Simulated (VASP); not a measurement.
VASP 6.6.1 run: AlN

INCAR

```
PREC = Accurate
ENCUT = 520
LWAVE = .FALSE.
NELM = 120
LREAL = .FALSE.
EDIFF = 1E-7
LASPH = .TRUE.
NSW = 0
LCHARG = .FALSE.
NBANDS = 16
ISIF = 2
ISMEAR = -1
GGA = PE
SIGMA = 0.02
IBRION = -1
```

KPOINTS

```
KPOINTS created by Atomic Simulation Environment
0
Monkhorst-Pack
12 12 6
0 0 0
```

POSCAR

```
Al N
 1.0000000000000000
     3.0675501517259760    0.0000000000288676    0.0000000000000000
    -1.5337750758879880    2.6565763587630706    0.0000000000000000
     0.0000000000000000    0.0000000000000000    4.9785885508999996
 Al  N
   2   2
Cartesian
 -0.0000000000166668  1.7710509058516695  0.0015503035080762
  1.5337750758546547  0.8855254529402685  2.4908445789580753
 -0.0000000000166668  1.7710509058516695  1.8903133458339236
  1.5337750758546547  0.8855254529402685  4.3796076212839230
```

The recommended PBE PAW datasets give the neutral cell 16 valence electrons.

Command

```
mpirun -np 1 vasp_std
```

OSZICAR

```
N       E                     dE             d eps       ncg     rms          rms(c)
DAV:   1     0.413738415556E+02    0.41374E+02   -0.74351E+03  4032   0.901E+02
DAV:   2    -0.312176108095E+02   -0.72591E+02   -0.66406E+02  5712   0.189E+02
DAV:   3    -0.345630307891E+02   -0.33454E+01   -0.33363E+01  5064   0.420E+01
DAV:   4    -0.345827046840E+02   -0.19674E-01   -0.19673E-01  5192   0.363E+00
DAV:   5    -0.345829596757E+02   -0.25499E-03   -0.25499E-03  5128   0.417E-01    0.124E+01
DAV:   6    -0.297092075749E+02    0.48738E+01   -0.10700E+01  4808   0.239E+01    0.425E+00
DAV:   7    -0.297274217070E+02   -0.18214E-01   -0.71369E-01  4464   0.594E+00    0.300E+00
DAV:   8    -0.297195509128E+02    0.78708E-02   -0.57920E-02  4704   0.220E+00    0.545E-01
DAV:   9    -0.297148603134E+02    0.46906E-02   -0.11869E-02  5528   0.803E-01    0.239E-01
DAV:  10    -0.297154499419E+02   -0.58963E-03   -0.21176E-03  4504   0.291E-01    0.127E-01
DAV:  11    -0.297153736295E+02    0.76312E-04   -0.17008E-04  4800   0.100E-01    0.308E-02
DAV:  12    -0.297153767720E+02   -0.31425E-05   -0.10855E-05  4640   0.264E-02    0.749E-03
DAV:  13    -0.297153766557E+02    0.11632E-06   -0.36821E-06  4768   0.149E-02    0.536E-03
DAV:  14    -0.297153766861E+02   -0.30446E-07   -0.29163E-07  4800   0.458E-03
   1 F= -.29715377E+02 E0= -.29715377E+02  d E =-.731755E-12
```

From OUTCAR

```
k-points           NKPTS =    126   k-points in BZ     NKDIM =    126   number of bands    NBANDS=     16

   NELECT =      16.0000    total number of electrons

   dimension x,y,z NGX =    24 NGY =   24 NGZ =   40
   dimension x,y,z NGXF=    48 NGYF=   48 NGZF=   80

  energy-cutoff  :      520.00
  volume of cell :       40.57
      direct lattice vectors                 reciprocal lattice vectors
     3.067550152  0.000000000  0.000000000     0.325993040  0.188212170  0.000000000
    -1.533775076  2.656576359  0.000000000    -0.000000000  0.376424339  0.000000000
     0.000000000  0.000000000  4.978588551     0.000000000  0.000000000  0.200860141

 k-points in reciprocal lattice and weights: KPOINTS created by Atomic Simulation Env
   0.04166667  0.04166667  0.08333333       0.005
   0.12500000  0.04166667  0.08333333       0.009
   0.20833333  0.04166667  0.08333333       0.009
   0.29166667  0.04166667  0.08333333       0.009
   0.37500000  0.04166667  0.08333333       0.009
   0.45833333  0.04166667  0.08333333       0.009
  -0.45833333  0.04166667  0.08333333       0.009
  -0.37500000  0.04166667  0.08333333       0.009
   ...

 E-fermi :   6.7340

 k-point     1 :       0.0417    0.0417    0.0833
  band No.  band energies     occupation
      1      -8.8307      2.00000
      2      -6.7604      2.00000
      3       0.4371      2.00000
      4       5.3365      2.00000
      5       5.5146      2.00000
      6       5.8669      2.00000
      7       6.2156      2.00000
      8       6.2580      2.00000
      9      11.3173      0.00000
     10      13.7792      0.00000
     11      16.8425      0.00000
     12      17.4164      0.00000
     13      18.1219      0.00000
     14      19.3238      0.00000
     15      19.6698      0.00000
     16      19.9117      0.00000

 k-point     2 :       0.1250    0.0417    0.0833
  band No.  band energies     occupation
      1      -8.6045      2.00000
      2      -6.6282      2.00000
      3       0.6962      2.00000
      4       4.4643      2.00000
      5       4.9382      2.00000
      6       5.4042      2.00000
      7       6.1272      2.00000
      8       6.1848      2.00000
      9      12.0380      0.00000
     10      14.4691      0.00000
     11      15.9360      0.00000
     12      16.5137      0.00000
     13      18.7265      0.00000
     14      18.8832      0.00000
     15      19.2931      0.00000
     16      19.8296      0.00000

 k-point     3 :       0.2083    0.0417    0.0833
  band No.  band energies     occupation
      1      -8.2198      2.00000
      2      -6.4281      2.00000
      3       1.1376      2.00000
      4       3.2919      2.00000
      5       4.0610      2.00000
      6       5.0001      2.00000
      7       5.9688      2.00000
      8       6.0185      2.00000
      9      12.7305      0.00000
     10      14.5038      0.00000
     11      14.8483      0.00000
     12      16.5601      0.00000
     13      18.1919      0.00000
     14      18.6928      0.00000
     15      19.0949      0.00000
     16      19.9398      0.00000

 ...

  Total        2.9497411      2.9497411      1.8365220     -0.0000000      0.0000000     -0.0000000
  in kB      116.4861445    116.4861445     72.5247942     -0.0000000      0.0000000     -0.0000000
  external PRESSURE =     101.8323611 kB  Pullay stress =       0.0000000 kB

 POSITION                                       TOTAL-FORCE (eV/Angst)
 -----------------------------------------------------------------------------------
     -0.00000      1.77105      0.00155         0.000000     -0.000000      0.001020
      1.53378      0.88553      2.49084        -0.000000      0.000000      0.001020
     -0.00000      1.77105      1.89031        -0.000000     -0.000000     -0.001020
      1.53378      0.88553      4.37961        -0.000000     -0.000000     -0.001020
 -----------------------------------------------------------------------------------
    total drift:                                0.000000      0.000000     -0.000623

  FREE ENERGIE OF THE ION-ELECTRON SYSTEM (eV)
  ---------------------------------------------------
  free  energy   TOTEN  =       -29.7153766861 eV

  energy  without entropy=      -29.7153766861  energy(sigma->0) =      -29.71537669
```

It converged. Results: gap between bands v and c on the k mesh 4.87 eV; least direct gap on the k mesh 4.87 eV; pressure 10.2 GPa. Band v is the last that the valence electrons fill when counted band by band, and c is the next.

The shifted mesh misses Γ, so a band edge there is missed.

For comparison, a separate PBE run of the intended cell, on usual settings and not on those above, gives a gap of 4.53 eV on its mesh and a pressure of 10.2 GPa.

The run above took about 67 s on one core of a shared host (Intel Xeon Platinum 8488C) and held 0.2 GiB at most.
